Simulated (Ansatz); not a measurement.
P:

```
P
1.0
     2.42469    0.00000    0.00000
     0.00000    2.43854    0.00000
    -0.02031    0.00000    4.85243
P
2
Direct
  0.00000 0.00000 0.74943
  0.00000 0.00000 0.25057
```

This isn't the form of P at room conditions, which is orthorhombic.

Program: Ansatz 0.2.0. Alike in all runs: task single point; potentials or basis all-electron LAPW, scalar-relativistic; no spin polarisation; cell as given; k mesh 11 × 11 × 6; basis error allowed 0.001 eV/atom.

Problem. Order these runs on this cell by their pressure, lowest first.
A. level PBE; cutoff (eV) 190; smearing gaussian 0.1 eV
B. level RPBE; cutoff (eV) 189; smearing gaussian 0.02 eV
C. level LDA; cutoff (eV) 191; smearing gaussian 0.05 eV

Solution. C (-2.8 GPa), A (2.2 GPa), B (3.9 GPa).
